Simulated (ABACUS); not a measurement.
Runs of ABACUS 3.10.1 on Ti. Symmetry: Fm-3m, No. 225, cubic system. Conventional cell: a = 4.060 Å, b = 4.060 Å, c = 4.060 Å, α = 90.00°, β = 90.00°, γ = 90.00°. Around Ti (site symmetry m-3m) lie 12 Ti at 2.87 Å. This isn't the form of Ti at room conditions, which is hcp.

```csv
task,level,k mesh,threshold of the eigensolver,path,points for each segment of the path,symmetry key,gap on the mesh (eV),pressure (GPa)
single point,TPSS,8 × 8 × 8,-,-,-,1,none,2.6
single point,PBEsol,8 × 8 × 8,-,-,-,1,none,(a)
single point,LDA,8 × 8 × 8,-,-,-,1,none,-4.4
single point,r2SCAN,8 × 8 × 8,-,-,-,1,none,4.7
```

Alike in all rows: potentials or basis SG15 ONCV 1.2 PBE, plane waves; no spin polarisation; cell as given; cutoff (eV) 1143; smearing fermi-dirac 0.05 eV.

**Question.** Estimate the missing entries.

**Answer.** (a) 0.1.

Caveats: the potentials were made for another functional, which shifts forces and pressure.

A gap of «none» marks a metal or a gap under the smearing width.

Runs at the PBE level aren't shown here.
